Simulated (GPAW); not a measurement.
Wanted: an ASE script for a GPAW 26.7.0 run.

```yaml
Task: single point
Functional: PBE
Potentials_or_basis: GPAW PAW data sets (gpaw-data 1.2.1)
Cutoff: 600 eV
Basis: pw
k_mesh: 8 × 8 × 9
Occupations: fermi-dirac, width 0.05 eV
Spin: no spin polarisation
Maxiter: 150
```

GaP:

```
Ga P
1.0
     3.45666    0.00000    0.00000
     0.00000    3.45666    0.00000
     0.00000    0.00000    2.80256
Ga P
1 1
Direct
  0.00000 0.00000 0.00000
  0.50000 0.50000 0.50000
```

The cell was built by a generator and needn't be a form met in nature.

The input as run:

run.py

```python
from ase import Atoms
from ase.dft.bandgap import bandgap
from ase.io import write
from ase.units import Bohr, GPa
from gpaw import GPAW, PW
from gpaw.elf import elf_from_dft_calculation

atoms = Atoms(['Ga', 'P'],
              cell=[[3.45666, 0.0, 0.0],
                    [0.0, 3.45666, 0.0],
                    [0.0, 0.0, 2.80256]],
              scaled_positions=[[0.0, 0.0, 0.0],
                                [0.5, 0.5, 0.5]],
              pbc=True)

calc = GPAW(mode=PW(600),
            xc='PBE',
            kpts={'size': (8, 8, 9), 'gamma': True},
            occupations={'name': 'fermi-dirac', 'width': 0.05},
            nbands=11,
            convergence={'density': 1e-05, 'energy': 1e-05},
            maxiter=150,
            txt='gpaw.txt')
atoms.calc = calc
energy = atoms.get_potential_energy()
forces = atoms.get_forces()
stress = atoms.get_stress()
calc.write('gs.gpw')
write('result.traj', atoms)
print(f'Energy: {energy:.6f} eV')
print('Forces (eV/A):')
print(forces.round(4))
print('Stress (GPa):', (stress / GPa).round(3))
print('Fermi level:', round(calc.get_fermi_level(), 4), 'eV')
print(f'Gap: {bandgap(calc)[0]:.4f} eV, direct: {bandgap(calc, direct=True)[0]:.4f} eV')

# fields on the real-space grid
write('density.cube', atoms, data=calc.get_pseudo_density() * Bohr**3)
write('potential.cube', atoms, data=calc.get_electrostatic_potential())
write('elf.cube', atoms, data=elf_from_dft_calculation(calc).data)
```

Potentials or basis: GPAW PAW data sets (gpaw-data 1.2.1), pw.

The run is started by

```console
$ OMP_NUM_THREADS=1 python run.py
```

It gave:

```yaml
Pressure: -0.2 GPa
Band_gap_on_the_k_mesh: none (metal or under the smearing width)
```

Wall time 9.6 s on 1 thread of Arm Neoverse V2, on a shared host, peak memory 0.16 GiB.
